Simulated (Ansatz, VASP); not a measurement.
## One calculation of KI, two programs

INCAR

```
ALGO = Normal
EDIFF = 1E-6
ENCUT = 520
GGA = PE
ISIF = 2
ISMEAR = 0
LASPH = True
LCHARG = False
LREAL = False
LWAVE = False
NBANDS = 15
NELM = 100
PREC = Accurate
SIGMA = 0.02
```

KPOINTS

```
k-points
0
Gamma
  6 6 6
```

The input POSCAR:

```
KI
1.0
    0.0000000000      3.4384975879      3.4384975879
    3.4384975879      0.0000000000      3.4384975879
    3.4384975879      3.4384975879      0.0000000000
K I
1 1
Direct
    0.0000000000      0.0000000000      0.0000000000
    0.5000000000      0.5000000000      0.5000000000
```

Input for Ansatz:

```yaml
crystal:
  lattice:
    - [0.0, 3.4384975879, 3.4384975879]
    - [3.4384975879, 0.0, 3.4384975879]
    - [3.4384975879, 3.4384975879, 0.0]
  atoms:
    - { symbol: K, position: [0.0, 0.0, 0.0] }
    - { symbol: I, position: [0.5, 0.5, 0.5] }
basis:
  ecutwfc: 420
kpoints:
  mp_grid: { grid: [6, 6, 6] }
hamiltonian:
  xc: pbe
scf:
  occupations: { method: gaussian, width: 0.02 }
output:
  forces: true
  stress: true
  eigenvalues: true
```

Alike in both runs: task single point; functional PBE; k mesh 6 × 6 × 6; occupations gaussian, width 0.02 eV; no spin polarisation.

|  | VASP | Ansatz |
| --- | --- | --- |
| version | VASP 6.6.1 | Ansatz 0.2.0 |
| potentials or method | VASP PAW PBE potentials, release 64 (K_sv, I) | scalar-relativistic, plane waves, PAW |
| plane-wave cutoff (eV) | 520 | 420 |
| valence electrons in the cell | 16 | 26 |

|  | VASP | Ansatz | Ansatz less VASP |
| --- | --- | --- | --- |
| gap on the k mesh at the Fermi level (eV) | 4.16 | 4.17 | +0.005 |
| least direct gap on the mesh (eV) | 4.16 | 4.17 | +0.005 |
| pressure (GPa) | 1.9 | 1.9 | -0.05 |

The functional is the same, so the differences come from potentials, cutoffs and numerics. The two sets of potentials don't hold the same shells in valence.

Caveats: spin-orbit coupling is left out, which moves the levels of the heavy elements. A hybrid or GW would open this gap; PBE tends to underestimate it.
